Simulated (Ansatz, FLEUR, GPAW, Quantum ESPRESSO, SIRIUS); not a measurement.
**TiNi: 6 runs at one level of theory**

```
Ni Ti
1.0
     2.73580    0.00000    0.00000
     0.00000    2.73580    0.00000
     0.00000    0.00000    3.58141
Ni Ti
1 1
Cartesian
  0.0000 0.0000 0.0000
  1.3679 1.3679 1.7907
```

The cell comes from a database or a generator and needn't be the stable form of this composition.

Alike in all runs: task single point; functional PBEsol; k mesh 10 × 10 × 8; occupations fermi-dirac, width 0.05 eV; collinear spin, ferromagnetic start; no spin-orbit coupling. Pressure is positive in compression and, in plane waves, holds the error of the finite cutoff, which Ansatz's Pulay term estimates and takes out.

| program and potentials | plane-wave cutoff (eV) | notes | band gap (eV) | pressure (GPa) | net moment per atom (μB) |
| --- | --- | --- | --- | --- | --- |
| Ansatz, Ansatz PAW | 420 | potentials made for PBE, which Ansatz adapts in part; 15 valence electrons an atom on average; Pulay term of +0.03 GPa included | no gap | -6.23 | 0.00 |
| SIRIUS, all-electron FP-LAPW, apw+lo standard | - | - | no gap | - | 0.00 |
| GPAW, PAW data sets generated for this functional | 600 | 14 valence electrons an atom on average; this data set often lies off other programs | no gap | -5.92 | 0.00 |
| FLEUR, all-electron, FLAPW | - | - | no gap | - | 0.00 |
| Quantum ESPRESSO, GBRV 1.5 PBEsol | 612 | 15 valence electrons an atom on average | no gap | -6.33 | 0.00 |
| Ansatz, all-electron LAPW, scalar-relativistic | - | - | no gap | -6.27 | 0.00 |

None finds a gap. The pressure spans -6.33 (Quantum ESPRESSO, GBRV 1.5 PBEsol) to -5.92 GPa (GPAW, PAW data sets generated for this functional), with all-electron results at -6.27. All agree on the net moment per atom. The state is the one that the start led to, which needn't be the lowest.

Differences between rows come from potentials, basis sets and numerical settings, since the functional is the same but for its coding. Runs on potential files found faulty are left out.
